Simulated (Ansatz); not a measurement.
# NaI: the cost of one run

Code: Ansatz 0.2.0. PAW datasets, plane waves. No spin polarisation and no zero-point or thermal motion.

### Step 1. Starting point

The unstrained cell was relaxed with r2SCAN; in each strained cell the atoms were relaxed again with r2SCAN. Names of k-points are those of the unstrained zone, where strain can split equivalent points. First state: -2.3 % biaxial strain in x and y, z held.

The symmetry is I4/mmm (No. 139, tetragonal); a = 4.463 Å, c = 6.459 Å in the conventional setting, 32.16 Å³ an atom. Near Na stand 6 I at 3.16–3.23 Å; near I stand 6 Na at 3.16–3.23 Å.

The structure in full:

```cif
data_structure
_symmetry_space_group_name_H-M 'I4/mmm'
_symmetry_Int_Tables_number 139
_cell_length_a 4.4629
_cell_length_b 4.4629
_cell_length_c 6.4594
_cell_angle_alpha 90.000
_cell_angle_beta 90.000
_cell_angle_gamma 90.000
_cell_volume 128.66
loop_
_atom_site_label
_atom_site_type_symbol
_atom_site_symmetry_multiplicity
_atom_site_Wyckoff_symbol
_atom_site_fract_x
_atom_site_fract_y
_atom_site_fract_z
_atom_site_occupancy
Na1 Na 2 a 0.00000 0.00000 0.00000 1
I1 I 2 b 0.50000 0.50000 0.00000 1
```

### Step 2. -2.3 % biaxial strain in x and y, z held: PBE

input.yaml reads:

```yaml
crystal:
  lattice:
    - [0.0, 3.1557599448, 3.2297205453]
    - [3.1557599448, 0.0, 3.2297205453]
    - [3.1557599448, 3.1557599448, 0.0]
  atoms:
    - { symbol: Na, position: [0.0, 0.0, 0.0] }
    - { symbol: I, position: [0.5, 0.5, 0.5] }
kpoints:
  mp_grid: { grid: [8, 8, 8] }
  band_path:
    path:
      - [0.0, 0.0, 0.0]
      - [0.5, 0.0, 0.5]
      - [0.625, 0.25, 0.625]
      - [0.375, 0.375, 0.75]
      - [0.5, 0.5, 0.5]
      - [0.5, 0.25, 0.75]
    npoints: 1
hamiltonian:
  xc: pbe
scf:
  occupations: { method: fermi_dirac, width: 0.02 }
  n_extra_bands: 4
output:
  forces: true
  stress: true
  eigenvalues: true
  write_density: true
  write_potential: true
  elf: true
  volumetric_format: npy
```

Run with:

```
ansatz run input.yaml --threads 4 --pin off --max-ram 3686MiB --backend cpu --events-out ev --progress --plain --runs-dir out
```

What time and memory should one allow on 4 threads of Arm Neoverse N1, shared host?

About 2.6 s, with a peak of 0.38 GiB.
